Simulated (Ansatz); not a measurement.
# How settings move the G0W0 gap of MgS (F-43m)

MgS (F-43m) from a database of computed structures, relaxed with r2SCAN; one-shot G0W0 in Ansatz without spin-orbit coupling. Calculated for a static, non-magnetic cell.

```cif
data_structure
_symmetry_space_group_name_H-M 'P 1'
_symmetry_Int_Tables_number 1
_cell_length_a 4.0035
_cell_length_b 4.0035
_cell_length_c 4.0035
_cell_angle_alpha 60.000
_cell_angle_beta 60.000
_cell_angle_gamma 60.000
_cell_volume 45.37
loop_
_atom_site_label
_atom_site_type_symbol
_atom_site_fract_x
_atom_site_fract_y
_atom_site_fract_z
_atom_site_occupancy
Mg1 Mg 0.00000 0.00000 0.00000 1
S1 S 0.75000 0.75000 0.75000 1
```

Gaps are read over the mesh points alone. G0W0 values are finite-basis, finite-mesh values.
```csv
start,potentials,frequency model,mesh,empty bands,screening cutoff (eV),Kohn-Sham gap (eV),G0W0 gap (eV),rough cost
r2SCAN,PAW,contour deformation,4×4×4,73,80,4.14,5.27,10 core-seconds
r2SCAN,PAW,contour deformation,4×4×4,170,140,4.14,5.39,30 core-seconds
r2SCAN,PAW,contour deformation,4×4×4,313,210,4.14,5.45,100 core-seconds
HSE06,PAW,contour deformation,4×4×4,170,140,4.53,5.58,50 core-seconds
LDA,PAW,contour deformation,4×4×4,170,140,3.18,4.88,25 core-seconds
PBE,PAW,contour deformation,4×4×4,170,140,3.46,5.02,23 core-seconds
r2SCAN,PAW,Godby-Needs pole,4×4×4,170,140,4.14,5.36,30 core-seconds
r2SCAN,PAW,contour deformation,6×6×6,73,80,4.14,5.27,40 core-seconds
r2SCAN,norm-conserving,contour deformation,4×4×4,170,140,4.14,5.38,60 core-seconds
```

Over the mesh points the r2SCAN gap of 4.14 eV becomes a quasiparticle gap of 5.45 eV (direct at Γ), a change of +1.31 eV. Renormalisation factors Z lie between 0.78 and 0.83.

Raising bands and cutoff together moves the gap by +0.12 eV (80 to 140 eV), then +0.06 eV (140 to 210 eV); the last step is still large, so the basis limit isn't reached. Starting from HSE06 (4.53 eV against r2SCAN's 4.14 eV) gives 5.58 eV, +0.19 eV from G0W0@r2SCAN at the same screening cutoff. Starting from LDA (3.18 eV against r2SCAN's 4.14 eV) gives 4.88 eV, -0.51 eV from G0W0@r2SCAN at the same screening cutoff. Starting from PBE (3.46 eV against r2SCAN's 4.14 eV) gives 5.02 eV, -0.37 eV from G0W0@r2SCAN at the same screening cutoff. The Godby-Needs plasmon pole differs from contour deformation by -0.03 eV. A 6×6×6 mesh in place of 4×4×4 changes the opening over r2SCAN by 0.00 eV (the gap on the mesh by 0.00 eV). Norm-conserving potentials (wave cutoff 1143 eV against 500 eV) shift the quasiparticle gap by -0.01 eV and the r2SCAN gap by 0.00 eV. r2SCAN runs take a wave cutoff of 500 eV.
